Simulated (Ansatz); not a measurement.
Independent-particle absorption of NaH (Fm-3m, a = 4.832 Å, b = 4.832 Å, c = 4.832 Å, α = 90.00°, β = 90.00°, γ = 90.00°), no local fields or excitons, 0.1 eV broadening. Computed with DFT PBE, scalar-relativistic, plane waves, PAW (Ansatz 0.2.0).

Settings: cutoff 420 eV, Γ-centred mesh 8×8×8 on the computed 2-atom cell, Gaussian smearing of 0.02 eV; no spin polarisation. The spectrum is summed on a 12×12×12 mesh.

```yaml
crystal:
  lattice:
    - [0.00000, 2.41604, 2.41604]
    - [2.41604, 0.00000, 2.41604]
    - [2.41604, 2.41604, 0.00000]
  atoms:
    - { symbol: Na, position: [0.00000, 0.00000, 0.00000] }
    - { symbol: H, position: [0.50000, 0.50000, 0.50000] }
```

```json
{"photon energy (eV)": "0.0", "ε2,xx": "0.00"}
{"photon energy (eV)": "0.4", "ε2,xx": "0.00"}
{"photon energy (eV)": "0.8", "ε2,xx": "0.00"}
{"photon energy (eV)": "1.2", "ε2,xx": "0.00"}
{"photon energy (eV)": "1.6", "ε2,xx": "0.00"}
{"photon energy (eV)": "2.0", "ε2,xx": "0.00"}
{"photon energy (eV)": "2.4", "ε2,xx": "0.00"}
{"photon energy (eV)": "2.8", "ε2,xx": "0.00"}
{"photon energy (eV)": "3.2", "ε2,xx": "0.00"}
{"photon energy (eV)": "3.6", "ε2,xx": "0.00"}
{"photon energy (eV)": "4.0", "ε2,xx": "0.00"}
{"photon energy (eV)": "4.4", "ε2,xx": "0.00"}
{"photon energy (eV)": "4.8", "ε2,xx": "4.99"}
{"photon energy (eV)": "5.2", "ε2,xx": "10.42"}
{"photon energy (eV)": "5.6", "ε2,xx": "10.60"}
{"photon energy (eV)": "6.0", "ε2,xx": "4.59"}
{"photon energy (eV)": "6.4", "ε2,xx": "3.38"}
{"photon energy (eV)": "6.8", "ε2,xx": "2.62"}
{"photon energy (eV)": "7.2", "ε2,xx": "1.98"}
{"photon energy (eV)": "7.6", "ε2,xx": "1.50"}
{"photon energy (eV)": "8.0", "ε2,xx": "1.14"}
{"photon energy (eV)": "8.4", "ε2,xx": "0.92"}
{"photon energy (eV)": "8.8", "ε2,xx": "0.88"}
{"photon energy (eV)": "9.2", "ε2,xx": "0.77"}
{"photon energy (eV)": "9.6", "ε2,xx": "0.68"}
{"photon energy (eV)": "10.0", "ε2,xx": "0.60"}
{"photon energy (eV)": "10.4", "ε2,xx": "0.55"}
{"photon energy (eV)": "10.8", "ε2,xx": "0.53"}
{"photon energy (eV)": "11.2", "ε2,xx": "0.47"}
{"photon energy (eV)": "11.6", "ε2,xx": "0.40"}
{"photon energy (eV)": "12.0", "ε2,xx": "0.35"}
{"photon energy (eV)": "12.4", "ε2,xx": "0.31"}
{"photon energy (eV)": "12.8", "ε2,xx": "0.28"}
{"photon energy (eV)": "13.2", "ε2,xx": "0.25"}
{"photon energy (eV)": "13.6", "ε2,xx": "0.23"}
{"photon energy (eV)": "14.0", "ε2,xx": "0.22"}
```

The strongest peak lies near 5.4 eV. ε∞ (xx, yy, zz) = 3.2, 3.2, 3.2.

Cost: 1 run of about 0.13 core-minutes, on Intel Xeon Platinum 8488C (Sapphire Rapids) (shared hosts).